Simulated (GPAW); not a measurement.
# MgSi (P4/mmm) in GPAW: equation of state

How stiff is MgSi in PBEsol, and what volume does it want? The cell is scaled to several volumes.

All numbers are computed with GPAW 26.7.0; they aren't measurements. Logs are shortened: lines on timing, memory, paths and dates and some standing lists are left out, and cuts for length are marked. The log counts tension as positive stress, the text compression.

## 1. The structure

Symmetry: P4/mmm, No. 123, tetragonal system. Conventional cell: a = 2.908 Å, b = 2.908 Å, c = 4.103 Å, α = 90.00°, β = 90.00°, γ = 90.00°. Si (site symmetry 4/mmm) has 8 Mg at 2.90 Å and 4 Si at 2.91 Å as nearest neighbours. Mg (site symmetry 4/mmm) is surrounded by 8 Si at 2.90 Å and 4 Mg at 2.91 Å.

The cell comes from a database or a generator and needn't be the stable form of this composition.

## 2. Equation of state, PBEsol

run.py

```python
from ase import Atoms
from ase.eos import EquationOfState
from ase.io import Trajectory
from ase.units import GPa
from gpaw import GPAW, PW, setup_paths

setup_paths.insert(0, '.')

atoms = Atoms(['Si', 'Mg'],
              cell=[[2.908394, 0.0, 0.0],
                    [0.0, 2.908394, 0.0],
                    [0.0, 0.0, 4.103427]],
              scaled_positions=[[0.5, 0.5, 0.5],
                                [0.0, 0.0, 0.0]],
              pbc=True)

traj = Trajectory('eos.traj', 'w')
volumes, energies = [], []
for x in [0.94, 0.96, 0.98, 1.0, 1.02, 1.04, 1.06]:
    a = atoms.copy()
    a.set_cell(atoms.cell * x**(1 / 3), scale_atoms=True)
    calc = GPAW(mode=PW(800),
                xc='PBEsol',
                kpts={'size': (9, 9, 7), 'gamma': True},
                occupations={'name': 'fermi-dirac', 'width': 0.05},
                nbands=15,
                convergence={'density': 1e-05, 'energy': 1e-05},
                maxiter=150,
                txt=f'eos-{x:.2f}.txt')
    a.calc = calc
    energies.append(a.get_potential_energy(force_consistent=True))
    volumes.append(a.get_volume())
    p = -a.get_stress()[:3].mean() / GPa
    calc.write(f'eos-{x:.2f}.gpw')
    traj.write(a)
    print(f'{x:.2f} {volumes[-1]:10.4f} A^3 {energies[-1]:14.6f} eV {p:9.3f} GPa', flush=True)

v0, e0, B = EquationOfState(volumes, energies, eos='birchmurnaghan').fit()
print(f'V0 = {v0:.4f} A^3, E0 = {e0:.6f} eV, B0 = {B / GPa:.2f} GPa')
```

Potentials or basis: PAW data sets generated in the run's folder for this functional, pw.

Run with:

```bash
> gpaw-setup -f PBEsol Mg Si
> OMP_NUM_THREADS=1 python run.py
```

Log:

```text
__  _  _
 | _ |_)|_||  |
 |__||  | ||/\| - 26.7.0

Input parameters:
  mode=PW(ecut=800.0),
  convergence={'density': 1e-05, 'energy': 1e-05},
  kpts=MonkhorstPack(size=(9, 9, 7), gamma=True),
  maxiter=150,
  nbands=15,
  occupations=Occupations(name='fermi-dirac', width=0.05),
  xc=XC(name='PBEsol')

Diagonalizing LCAO Hamiltonian
Converting LCAO to pw mode
   .------.
  /|      |
 * |      |
 | |      |
 | | Si   |
 | .------.
 |/      /
 Mg-----*

Atoms  # Å, Bohr magnetons
|   | symbol |        x |        y |        z |    initial magnetic moments |
|---|--------|----------|----------|----------|-----------------------------|
| 0 |     Si | 1.424511 | 1.424511 | 2.009830 | ( 0.0000,  0.0000,  0.0000) |
| 1 |     Mg | 0.000000 | 0.000000 | 0.000000 | ( 0.0000,  0.0000,  0.0000) |

Unit cell  # Å
| periodic |        x |        y |        z |  lengths |    angles |
|----------|----------|----------|----------|----------|-----------|
|      yes | 2.849022 | 0.000000 | 0.000000 | 2.849022 | 90.000000 |
|      yes | 0.000000 | 2.849022 | 0.000000 | 2.849022 | 90.000000 |
|      yes | 0.000000 | 0.000000 | 4.019660 | 4.019660 | 90.000000 |

Number of symmetries: 16
Symmetry operations  # r_c * U_cc + t_c -> r_c
|    | kind |            matrix            |
|----|------|------------------------------|
|  0 |  E   |  1, 0, 0,  0, 1, 0,  0, 0, 1 |
|  1 |  σ   |  1, 0, 0,  0, 1, 0,  0, 0,-1 |
|  2 |  σ   |  1, 0, 0,  0,-1, 0,  0, 0, 1 |
|  3 |  C2  |  1, 0, 0,  0,-1, 0,  0, 0,-1 |
|  4 |  σ   |  0, 1, 0,  1, 0, 0,  0, 0, 1 |
|  5 |  C2  |  0, 1, 0,  1, 0, 0,  0, 0,-1 |
|  6 |  C4  |  0, 1, 0, -1, 0, 0,  0, 0, 1 |
|  7 |  S4  |  0, 1, 0, -1, 0, 0,  0, 0,-1 |
|  8 |  C4  |  0,-1, 0,  1, 0, 0,  0, 0, 1 |
|  9 |  S4  |  0,-1, 0,  1, 0, 0,  0, 0,-1 |
| 10 |  σ   |  0,-1, 0, -1, 0, 0,  0, 0, 1 |
| 11 |  C2  |  0,-1, 0, -1, 0, 0,  0, 0,-1 |
| 12 |  σ   | -1, 0, 0,  0, 1, 0,  0, 0, 1 |
| 13 |  C2  | -1, 0, 0,  0, 1, 0,  0, 0,-1 |
| 14 |  C2  | -1, 0, 0,  0,-1, 0,  0, 0, 1 |
| 15 |  i   | -1, 0, 0,  0,-1, 0,  0, 0,-1 |

BZ-sampling:
  Number of BZ points: 567
  Number of IBZ points: 60

  Monkhorst-Pack size: [9, 9, 7]
  Monkhorst-Pack shift: [0, 0, 0]

K-points  # in reciprocal-cell coordinates
|     |                                coordinates |     weight |
|-----|--------------------------------------------|------------|
|   0 | (  0.00000000,   0.00000000,   0.00000000) | 0.00176367 |
|   1 | (  0.00000000,   0.00000000,   0.14285714) | 0.00352734 |
|   2 | (  0.00000000,   0.00000000,   0.28571429) | 0.00352734 |
|   3 | (  0.00000000,   0.00000000,   0.42857143) | 0.00352734 |
|   4 | (  0.11111111,   0.00000000,   0.00000000) | 0.00705467 |
|   5 | (  0.11111111,   0.00000000,   0.14285714) | 0.01410935 |
|   6 | (  0.11111111,   0.00000000,   0.28571429) | 0.01410935 |
|   7 | (  0.11111111,   0.00000000,   0.42857143) | 0.01410935 |
|   8 | (  0.11111111,   0.11111111,   0.00000000) | 0.00705467 |
|   9 | (  0.11111111,   0.11111111,   0.14285714) | 0.01410935 |
| ... |                                            |            |
|  59 | (  0.44444444,   0.44444444,   0.42857143) | 0.01410935 |

Plane wave coefficients: 1715
Cutoff: 800.0 eV

Spin-components: 1 (collinear spins)
Bands:           15
Projectors:      10
Spin-degeneracy: 2
Datatype:        complex128

Parallelization:
  kpt:    1
  domain: 1
  band:   1

Density:
  Valence electrons: 14.0
  Components: 1
  Grid points: [20 20 27]
  Charge: 0.0  # |e|

Potential:
  Grid points: [20 20 27]

species:
  Si:
    name:    Silicon
    Z:       14.0
    valence: 4
    core:    10
    charge:  0.0  # [|e|]
    compensation charges:
      type: gauss
      rc: 0.33  # [Å]
      lmax: 2
    cutoffs:
      filter: 1.86  # [Å]
      core: 2.06  # [Å]
    projectors
    | kind |    occ | energy [eV] | rcut [Å] |
    |------|--------|-------------|----------|
    |   3s |  2.000 |     -10.768 |    1.058 |
    |   3p |  2.000 |      -4.057 |    1.058 |
    |    s |        |      16.444 |    1.058 |
    |    p |        |      23.155 |    1.058 |
    |    d |        |       0.000 |    1.058 |

    Using partial waves for Si as LCAO basis

  Mg:
    name:    Magnesium
    Z:       12.0
    valence: 10
    core:    2
    charge:  0.0  # [|e|]
    compensation charges:
      type: gauss
      rc: 0.33  # [Å]
      lmax: 2
    cutoffs:
      filter: 1.86  # [Å]
      core: 0.54  # [Å]
    projectors
    | kind |    occ | energy [eV] | rcut [Å] |
    |------|--------|-------------|----------|
    |   2s |  2.000 |     -79.588 |    1.090 |
    |   3s |  2.000 |      -4.679 |    1.090 |
    |   2p |  6.000 |     -46.550 |    1.085 |
    |   3p |  0.000 |      -1.306 |    1.085 |
    |    d |        |       0.000 |    1.037 |

    Using partial waves for Mg as LCAO basis

Reference energy: -13309.382042  # eV

eigensolver:
  PPCG
  Converge bands: occupied
  niter=2

density mixing:
  MSR1-Mixer
  Pratt-step length: 0.05
  Maximum mixing coefficient: 0.75
  Old densities: 10
  SVD Regularization: 0.005
  Good broyden scale: 1.0
  Trust region scale: 1.0
  Backstep threshold: 4.0
  History deletion threshold: 6.0
  Fourier metric: weight=20.0, sigma=0.015

occupation numbers:
  Fermi-Dirac:
    width: 0.0500  # eV

poisson solver:
  ecut: 6400.0  # eV

xc functional:
  name: PBEsol with 2 nearest neighbor stencil

convergence criteria:
- Maximum integral of absolute [dens]ity change: 1e-05 electrons / valence electron
- Maximum [total energy] change in last 3 cyles: 1e-05 eV / valence electron
- Maximum integral of absolute [eigenst]ate change: 4e-08 eV^2 / valence electron
maximum number of iterations: 150

SCF iterations
|iter     | |      energy | eigst |  dens |
|---------|-|-------------|-------|-------|
|iter:   1| |   -7.520884 | +0.21 |       |
|iter:   2| |   -7.504527 | -2.64 | -1.32 |
|iter:   3| |   -7.433528 | -2.18 | -1.35 |
|iter:   4| |   -7.433126 | -3.86 | -2.00 |
|iter:   5| |   -7.432985 | -4.88 | -2.61 |
|iter:   6| |   -7.432986 | -6.53 | -3.47 |
|iter:   7| |   -7.432987c| -7.62c| -4.05 |
|iter:   8| |   -7.432987c| -7.75c| -4.63 |
|iter:   9| |   -7.432987c| -8.48c| -5.72c|

Converged in 9 steps
Energy contributions relative to reference atoms: (reference = -13309.382042)

Energy contributions:
  Kinetic:           6.238641
  Coulomb:          -2.772857
  Zero:             -0.057116
  External:          0.000000
  Xc:              -10.838096
  Entropy:          -0.007117
  Spinorbit:         0.000000
  ----------------------------
  Free energy:      -7.436545
  Extrapolated:     -7.432987

dipole moment: (-4.098981, -4.098981, -5.783215)  # |e|*Ang

Fermi level: 6.876
Eigenvalues  # (at kpt = [0.000, 0.000, 0.000])
| band index |      eig [eV] | occ [0-2] |
|------------|---------------|-----------|
|          0 |       -68.901 |     2.000 |
|          1 |       -35.862 |     2.000 |
|          2 |       -35.857 |     2.000 |
|          3 |       -35.857 |     2.000 |
|          4 |        -4.670 |     2.000 |
|          5 |         4.011 |     2.000 |
|          6 |         5.992 |     2.000 |
|          7 |        11.619 |     0.000 |
|          8 |        11.619 |     0.000 |
|          9 |        12.412 |     0.000 |
|         10 |        15.860 |     0.000 |
|         11 |        19.788 |     0.000 |
|         12 |        19.788 |     0.000 |
|         13 |        20.245 |     0.000 |
|         14 |        21.471 |     0.000 |

No gap
No difference between direct/indirect transitions

Stress tensor  # eV/Ang^3
|         x |         y |        z |
|-----------|-----------|----------|
| -0.030143 |  0.000000 | 0.000000 |
|  0.000000 | -0.030143 | 0.000000 |
|  0.000000 |  0.000000 | 0.007508 |

# Writing to eos-0.94.gpw (mode='')
```

stdout:

```text
0.94    32.6273 A^3      -7.436545 eV     2.819 GPa
0.96    33.3215 A^3      -7.445328 eV     1.257 GPa
0.98    34.0157 A^3      -7.447671 eV    -0.156 GPa
1.00    34.7099 A^3      -7.444194 eV    -1.431 GPa
1.02    35.4041 A^3      -7.435469 eV    -2.580 GPa
1.04    36.0983 A^3      -7.422024 eV    -3.612 GPa
1.06    36.7925 A^3      -7.404338 eV    -4.538 GPa
V0 = 33.9356 A^3, E0 = -7.447708 eV, B0 = 66.34 GPa
```

It took 2 min on 1 thread of Arm Neoverse V2, shared host; peak memory 0.27 GiB.

What came out:

```yaml
Equilibrium_volume: 16.97 Å³/atom
Bulk_modulus_at_fixed_shape_and_positions: 66 GPa
Pressure_derivative_of_the_bulk_modulus: 4.1
```

Energy against volume, from the lowest point:
| volume (Å³/atom) | energy (meV/atom) |
| --- | --- |
| 16.314 | 5.56 |
| 16.661 | 1.17 |
| 17.008 | 0.00 |
| 17.355 | 1.74 |
| 17.702 | 6.10 |
| 18.049 | 12.82 |
| 18.396 | 21.67 |

Caveat: the cell was scaled at fixed shape and fractional positions, which overstates the stiffness of a crystal with free parameters, most of all of layers and chains.
